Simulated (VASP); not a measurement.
# Al (Fm-3m) in VASP: settings compared

Aim: see how the results for Al move with the level of theory and the settings. Levels: SCAN0, LDA, optB88-vdW, r2SCAN. Tasks: density of states.

Everything below comes from runs of VASP 6.6.1. Logs are shortened: lines on timing, memory, paths and dates and some standing lists are left out, and cuts for length are marked.

**1. Starting point**

It takes space group Fm-3m (No. 225, cubic). The conventional cell has a = 4.050 Å, b = 4.050 Å, c = 4.050 Å, α = 90.00°, β = 90.00°, γ = 90.00°. Around Al (site symmetry m-3m) lie 12 Al at 2.86 Å.

**2. Density of states, SCAN0 (cell strained at random at fixed volume)**

The input, POSCAR:

```
Al
1.0
    0.0478940000      1.9691420000      2.0268530000
    2.0432560000     -0.0083540000      2.0831010000
    2.0405820000      2.0227150000     -0.0056790000
Al
1
Direct
    0.0059780000     -0.0131190000      0.0211680000
```

The input, INCAR.step1:

```
PREC     = Accurate       # precision mode
ENCUT    = 520            # plane-wave cutoff, eV
EDIFF    = 1E-5           # SCF threshold, eV
ISMEAR   = 1              # smearing method
SIGMA    = 0.3            # smearing width, eV
LREAL    = F              # projectors in reciprocal space
LASPH    = T              # aspherical terms in the spheres
NELM     = 100            # most SCF steps
ALGO     = Normal         # electronic algorithm
ISIF     = 2              # what is computed and relaxed
LWAVE    = T              # write WAVECAR
LCHARG   = F              # write CHGCAR
NBANDS   = 8              # bands
GGA      = PE             # functional
```

The input, INCAR.step2:

```
PREC     = Accurate       # precision mode
ENCUT    = 520            # plane-wave cutoff, eV
EDIFF    = 1E-7           # SCF threshold, eV
ISMEAR   = -5             # smearing method
SIGMA    = 0.3            # smearing width, eV
LREAL    = F              # projectors in reciprocal space
LASPH    = T              # aspherical terms in the spheres
NELM     = 100            # most SCF steps
ALGO     = Normal         # electronic algorithm
ISIF     = 2              # what is computed and relaxed
LWAVE    = F              # write WAVECAR
LCHARG   = F              # write CHGCAR
METAGGA  = SCAN           # meta-GGA
LHFCALC  = T              # exact exchange
AEXX     = 0.25           # exact-exchange fraction
LMIXTAU  = T            
PRECFOCK = Normal       
HFRCUT   = -1           
LORBIT   = 11             # projections on sites
NBANDS   = 8              # bands
ISTART   = 1            
NEDOS    = 2001           # points of the DOS
```

The input, KPOINTS:

```
regular mesh
0
Gamma
  6 6 6
```

Potentials or basis: VASP PAW PBE potentials, release 64 (Al).

The run is started by

```console
cat potpaw_PBE.64/Al/POTCAR > POTCAR
cp INCAR.step1 INCAR
mpirun -np 1 vasp_std > vasp.out
cp INCAR.step2 INCAR
mpirun -np 1 vasp_std > vasp.out
```

OUTCAR:

```text
PREC = Accurate
   ENCUT = 520
   EDIFF = 1E-7
   ISMEAR = -5
   LREAL = F
   LASPH = T
   NELM = 100
   ISIF = 2
   METAGGA = SCAN
   LHFCALC = T
   AEXX = 0.25
   PRECFOCK = Normal
   LORBIT = 11
   ISTART = 1

 ion  position               nearest neighbor table
   1  0.006  0.987  0.021-

  Warning from LATTYP: Got some problem with cell dimensions!
  Tried to take original basis but could not verify dimensions!
  LATTYP: Found a triclinic cell.
 ALAT       =     2.9134601973
 B/A-ratio  =     1.4128936757
 C/A-ratio  =     0.9861875766
 COS(alpha) =     0.0038423847
 COS(beta)  =     0.4915393561
 COS(gamma) =     0.7273049796

  Lattice vectors:

 A1 = (   0.0026740000,  -2.0310690000,   2.0887800000)
 A2 = (   0.0505680000,  -0.0619270000,   4.1156330000)
 A3 = (  -2.0405820000,  -2.0227150000,   0.0056790000)

Analysis of symmetry for initial positions (statically):
=====================================================================
 Subroutine PRICEL returns:
 Original cell was already a primitive cell.

 Routine SETGRP: Setting up the symmetry group for a
 triclinic supercell.

 Subroutine GETGRP returns: Found  2 space group operations
 (whereof  1 operations were pure point group operations)
 out of a pool of  2 trial point group operations.

The static configuration has the point symmetry C_1 .
 The point group associated with its full space group is S_2 .

Analysis of symmetry for dynamics (positions and initial velocities):
=====================================================================
 Subroutine PRICEL returns:
 Original cell was already a primitive cell.

 Routine SETGRP: Setting up the symmetry group for a
 triclinic supercell.

 Subroutine GETGRP returns: Found  2 space group operations
 (whereof  1 operations were pure point group operations)
 out of a pool of  2 trial point group operations.

The dynamic configuration has the point symmetry C_1 .
 The point group associated with its full space group is S_2 .

 Subroutine INISYM returns: Found  2 space group operations
 (whereof  1 operations are pure point group operations),
 and found     1 'primitive' translations

----------------------------------------------------------------------------------------

                                     Primitive cell

  volume of cell :      16.6027

  direct lattice vectors                    reciprocal lattice vectors
     0.047894000  1.969142000  2.026853000    -0.253781751  0.256725233  0.249957044
     2.043256000 -0.008354000  2.083101000     0.247605453 -0.249129479  0.236185113
     2.040582000  2.022715000 -0.005679000     0.248082800  0.243430406 -0.242361293

  length of vectors
     2.826295656  2.917923002  2.873218252     0.439080342  0.423269849  0.423724480

  position of ions in fractional coordinates (direct lattice)
     0.005978000  0.986881000  0.021168000

  ion indices of the primitive-cell ions
   primitive index   ion index
                 1           1

----------------------------------------------------------------------------------------

 KPOINTS: regular mesh

Automatic generation of k-mesh.
 Grid dimensions read from file:
 generate k-points for:    6    6    6

 Generating k-lattice:

  Cartesian coordinates                     Fractional coordinates (reciprocal lattice)
    -0.042296959  0.042787539  0.041659507     0.166666667  0.000000000 -0.000000000
     0.041267575 -0.041521580  0.039364186     0.000000000  0.166666667  0.000000000
     0.041347133  0.040571734 -0.040393549    -0.000000000  0.000000000  0.166666667

  Length of vectors
     0.073180057  0.070544975  0.070620747

  Shift w.r.t. Gamma in fractional coordinates (k-lattice)
     0.000000000  0.000000000  0.000000000

 TETIRR: Found    648 inequivalent tetrahedra from     1296

 Subroutine IBZKPT returns following result:
 ===========================================

 Found    112 irreducible k-points:

 Following reciprocal coordinates:
            Coordinates               Weight
  0.000000  0.000000  0.000000      1.000000
  0.166667 -0.000000  0.000000      2.000000
  0.333333 -0.000000 -0.000000      2.000000
  0.500000 -0.000000 -0.000000      1.000000
  0.000000  0.166667  0.000000      2.000000
  0.166667  0.166667  0.000000      2.000000
[... 42 lines left out ...]
 -0.333333 -0.333333  0.166667      2.000000
 -0.166667 -0.333333  0.166667      2.000000
 [... further k-points ...]
   k-points           NKPTS =    112   k-points in BZ     NKDIM =    216   number of bands    NBANDS=      8
   number of dos      NEDOS =   2001   number of ions     NIONS =      1
   total plane-waves  NPLWV =  13824
   dimension x,y,z NGX =    24 NGY =   24 NGZ =   24
   dimension x,y,z NGXF=    48 NGYF=   48 NGZF=   48
   ions per type =               1
   NGX,Y,Z   is equivalent  to a cutoff of  14.12, 13.67, 13.89 a.u.
   NGXF,Y,Z  is equivalent  to a cutoff of  28.23, 27.35, 27.77 a.u.
 SYSTEM =  unknown system
   PREC   = accura    normal or accurate (medium, high low for compatibility)
   ISTART =      1    job   : 0-new  1-cont  2-samecut
   ICHARG =      0    charge: 1-file 2-atom 10-const
   ISPIN  =      1    spin polarized calculation?
   LNONCOLLINEAR =      F non collinear calculations
   LSORBIT =      F    spin-orbit coupling
   LASPH  =      T    aspherical Exc in radial PAW
   ENCUT  =  520.0 eV  38.22 Ry    6.18 a.u.   5.26  5.43  5.34*2*pi/ulx,y,z
   NELM   =    100;   NELMIN=  2; NELMDL=  0     # of ELM steps
   EDIFF  = 0.1E-06   stopping-criterion for ELM
   LREAL  =      F    real-space projection
   EDIFFG = 0.1E-05   stopping-criterion for IOM
   NSW    =      0    number of steps for IOM
   IBRION =     -1    ionic relax: 0-MD 1-quasi-New 2-CG
   NFREE  =      0    steps in history (QN), initial steepest desc. (CG)
   ISIF   =      2    stress and relaxation
   ISYM   =      3    0-nonsym 1-usesym 2-fastsym
   POTIM  = 0.5000    time-step for ionic-motion
   TEBEG  =    0.0;   TEEND  =   0.0 temperature during run
   PSTRESS=    0.0 pullay stress
   NELECT =       3.0000    total number of electrons
   NUPDOWN=      -1.0000    fix difference up-down
   EMIN   =  10.00;   EMAX   =-10.00  energy-range for DOS
   EFERMI =   0.00;   METHOD = LEGACY
   ISMEAR =    -5;   SIGMA  =   0.30  broadening in eV -4-tet -1-fermi 0-gaus
   EFERMI_NEDOS =   21; number of points for ismear=-14 and -15
   IALGO  =     38    algorithm
   IMIX   =      1    mixing-type and parameters
     AMIX     =   0.40;   BMIX     =  1.00
     AMIX_MAG =   1.60;   BMIX_MAG =  1.00
  volume/ion in A,a.u.               =      16.60       112.04
  Fermi-wavevector in a.u.,A,eV,Ry     =   0.925526  1.748991 11.654731  0.856599
  Thomas-Fermi vector in A             =   2.051390
   LORBIT       =     11    0 simple, 1 ext, 2 COOP (PROOUT), +10 PAW based schemes
   METAGGA = SCAN    functional components
   LHFCALC =     T    Hartree Fock is set to
   PRECFOCK=normal    Normal, Fast or Accurate (Low or Medium for compatibility)
   ENCUT4O =  -1.0   cutoff for four orbital integrals eV
   NKREDX  =     1    reduce k-point grid by
   NKREDY  =     1    reduce k-point grid by
   NKREDZ  =     1    reduce k-point grid by
   AEXX    =    0.2500 exact exchange contribution
   HFSCREEN=    0.0000 screening length (either q_TF or 0.3 A-1)
   HFSCREENC=   0.0000 screening length for correlation (either q_TF or 0.3 A-1)
   ENCUTFOCK=  -1.0 apply spherical cutoff to Coloumb kernel
   IVDW    =     0    specifies the selected vdW correction
   LEPSILON=     F    determine dielectric tensor
   LRPA    =     F    only Hartree local field effects (RPA)
 non-spin polarized calculation
 Fermi weights with tetrahedron method with Bloechl corrections
  energy-cutoff  :      520.00
  volume of cell :       16.60
 maximum number of plane-waves:       458
 NGX is ok and might be reduce to    24
  NGX = 16; NGY = 18; NGZ = 18

 number of electron       3.0000000 magnetization

 Free energy of the ion-electron system (eV)
  ---------------------------------------------------
  ext. energy  EPLUGINS =         0.00000000
  ---------------------------------------------------
  free energy    TOTEN  =        -7.42207574 eV

  energy without entropy =       -7.42207574  energy(sigma->0) =       -7.42207574

 E-fermi :   8.0269     XC(G=0):  -8.2308

 val. band max:        7.7398828936   @ k =  -0.3333   0.0000   0.1667
 cond. band min:       8.2764380710   @ k =  -0.3333  -0.3333   0.3333
 fundamental gap:      0.5365551774
 Fermi energy:         8.0268617562

 k-point     1 :       0.0000    0.0000    0.0000
  band No.  band energies     occupation
      1      -5.5547      2.00000
      2      21.6640      0.00000
      3      21.9501      0.00000
      4      23.0891      0.00000
      5      23.1849      0.00000
      6      23.3259      0.00000
      7      24.2497      0.00000
      8      26.4021      0.00000

 k-point     2 :       0.1667   -0.0000    0.0000
  band No.  band energies     occupation
      1      -4.4505      2.00000
      2      16.7100      0.00000
      3      20.0870      0.00000
      4      20.4577      0.00000
      5      23.6786      0.00000
      6      25.2873      0.00000
      7      25.8762      0.00000
      8      26.5295      0.00000

 k-point     3 :       0.3333   -0.0000   -0.0000
  band No.  band energies     occupation
      1      -1.8514      2.00000
      2       9.4074      0.40086
      3      19.3292      0.00000
      4      19.8702      0.00000
      5      22.0804      0.00000
      6      22.9558      0.00000
      7      23.2767      0.00000
      8      26.5794      0.00000
[... 386 lines left out ...]
 k-point    39 :       0.0000    0.5000    0.1667
  band No.  band energies     occupation
      1       1.3950      2.00000
      2       4.5606      2.08757
      3      15.3378      0.00000
      4      17.9180      0.00000
      5      19.6724      0.00000
      6      25.9729      0.00000
      7      27.7110      0.00000
      8      29.8430      0.00000

 k-point    40 :       0.1667    0.5000    0.1667
  band No.  band energies     occupation
      1      -0.1773      2.00000
      2       6.8805      1.51431
      3      14.2722      0.00000
      4      19.1519      0.00000
      5      21.1521      0.00000
      6      24.7820      0.00000
      7      27.4555      0.00000
      8      29.7987      0.00000

 [... further k-points ...]

------------------------ aborting loop because EDIFF is reached ----------------------------------------

 total charge

# of ion       s       p       d       tot
------------------------------------------
    1        0.514   0.359   0.000   0.873

  FORCE on cell =-STRESS in cart. coord.  units (eV):
  Direction    XX          YY          ZZ          XY          YZ          ZX
  --------------------------------------------------------------------------------------
  -------------------------------------------------------------------------------------
  Total       -0.3648764     -0.2046161     -0.4749960     -0.1512823      0.1166789     -0.0990702
  in kB      -35.2108607    -19.7456151    -45.8374843    -14.5988600     11.2596034     -9.5603486
  external PRESSURE =     -33.5979867 kB  Pullay stress =       0.0000000 kB

 VOLUME and BASIS-vectors are now :
 -----------------------------------------------------------------------------
  energy-cutoff  :      520.00
  volume of cell :       16.60
      direct lattice vectors                 reciprocal lattice vectors
     0.047894000  1.969142000  2.026853000    -0.253781751  0.256725233  0.249957044
     2.043256000 -0.008354000  2.083101000     0.247605453 -0.249129479  0.236185113
     2.040582000  2.022715000 -0.005679000     0.248082800  0.243430406 -0.242361293

 POSITION                                       TOTAL-FORCE (eV/Angst)
 -----------------------------------------------------------------------------------
      2.05993      0.04634      2.06777         0.000000      0.000000      0.000000
 -----------------------------------------------------------------------------------
    total drift:                               -0.000091      0.000139      0.000083

  FREE ENERGIE OF THE ION-ELECTRON SYSTEM (eV)
  ---------------------------------------------------
  free  energy   TOTEN  =        -7.4220757446 eV

  energy  without entropy=       -7.4220757446  energy(sigma->0) =       -7.42207574

 total charge

# of ion       s       p       d       tot
------------------------------------------
    1        0.514   0.359   0.000   0.873
```

Wall time 13 min (1 thread of Intel Xeon Platinum 8559C (Emerald Rapids), shared host); peak memory 0.15 GiB.

These settings aren't checked as converged: the numbers below hold their error.

Results:

- Free energy: -7.4221 eV
- Pressure: -3.4 GPa
- Band gap on the k mesh: none (metal or under the smearing width)
- Valence electrons inside the program's atomic spheres: Al 0.87

Caveat: the k mesh is coarse (spacing up to 0.46 Å⁻¹), so the values aren't converged, least of all with exact exchange; the PAW data sets were made with another functional, which shifts forces and pressure a little; tetrahedron occupations give inexact forces and stress in metals.

(Continued in part 2 of 2.)
